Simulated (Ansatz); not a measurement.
**W under changes of volume**

One of the cells (15.848 Å³/atom); the others are scaled copies at fixed shape and fractional positions:

```
W
1.0
    -1.58234    1.58234    1.58234
     1.58234   -1.58234    1.58234
     1.58234    1.58234   -1.58234
W
1
Direct
  0.00000 0.00000 0.00000
```

* Program: Ansatz 0.2.0
* Functional: BHLYP
* Potentials or basis: Ansatz PAW
* Cutoff: 420 eV (not typed: the program's choice for these potentials)
* k mesh: 6 × 6 × 6
* Occupations: fermi-dirac, width 0.05 eV
* Spin: no spin polarisation

```csv
volume (Å³/atom),energy over the lowest point (meV/atom),pressure (GPa)
14.897,73.62,24.9
15.214,33.26,16.1
15.531,9.40,8.1
15.848,0.47,1.0
16.165,0.00,-1.5
16.482,9.13,-7.7
16.798,?,?
```

Q: What does the run at 16.798 Å³/atom give?

A: Energy over the lowest point 29.70 meV/atom; pressure -13.2 GPa.

Worked out: A Birch-Murnaghan fit of order 3 (a polynomial in V^(-2/3)) to the other rows has its minimum at 15.98 Å³/atom with B0 = V·E''(V) = 238 GPa (rough, since the energies scatter). It gives 23.35 meV/atom at 16.798 Å³/atom, against the run's 29.70, and -dE/dV = -8.4 GPa, against -13.2.

Energies are extrapolated to zero smearing.

Caveats: all runs use coarse meshes; the PAW data sets come from PBE, with cores solved anew for the run's functional, which leaves a small shift of forces and pressure; the thresholds are loose for stress.
